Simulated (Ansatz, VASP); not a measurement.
## MnS: VASP beside Ansatz

```
Mn S
1.0
     3.97600    0.00000    0.00000
    -1.98800    3.44332    0.00000
     0.00000    0.00000    6.43200
Mn S
2 2
Direct
  0.33333 0.66667 0.00000
  0.66667 0.33333 0.50000
  0.33333 0.66667 0.38500
  0.66667 0.33333 0.88500
```

Alike in both runs: task single point; functional PBE; k mesh 6 × 6 × 3; occupations gaussian, width 0.05 eV; collinear spin; Hubbard terms Mn d U = 4.0 eV, J = 0.9 eV.

|  | VASP | Ansatz |
| --- | --- | --- |
| version | VASP 6.6.1 | Ansatz 0.2.0 |
| potentials or method | VASP PAW PBE potentials, release 64 (Mn_pv, S) | scalar-relativistic, plane waves, PAW |
| plane-wave cutoff (eV) | 520 | 420 |
| valence electrons in the cell | 38 | 42 |

|  | VASP | Ansatz | Ansatz less VASP |
| --- | --- | --- | --- |
| gap on the k mesh at the Fermi level (eV) | 2.02 | 2.13 | +0.115 |
| least direct gap on the mesh (eV) | 2.20 | 2.21 | +0.008 |
| pressure (GPa) | 3.0 | 2.9 | -0.03 |
| largest component of the traceless stress (GPa) | 2.68 | 2.61 | -0.075 |
| rms of the force components (eV/Å) | 0.218 | 0.223 | +0.0047 |
| net moment per atom (μB) | 0.00 | 0.00 | 0.000 |
| size of the moment on the site where the two differ most (μB) | 4.47 | 4.26 | -0.210 |

Site moments also hang on the region over which each program counts them. The programs project onto different local orbitals, so the same U acts differently. Atom by atom the forces differ by 0.005 eV/Å (rms over components). The two sets of potentials don't hold the same shells in valence.

Caveats: an odd mesh through Γ misses points on the zone boundary, where band edges often lie. The state reached can hang on the start; a lower one may exist.
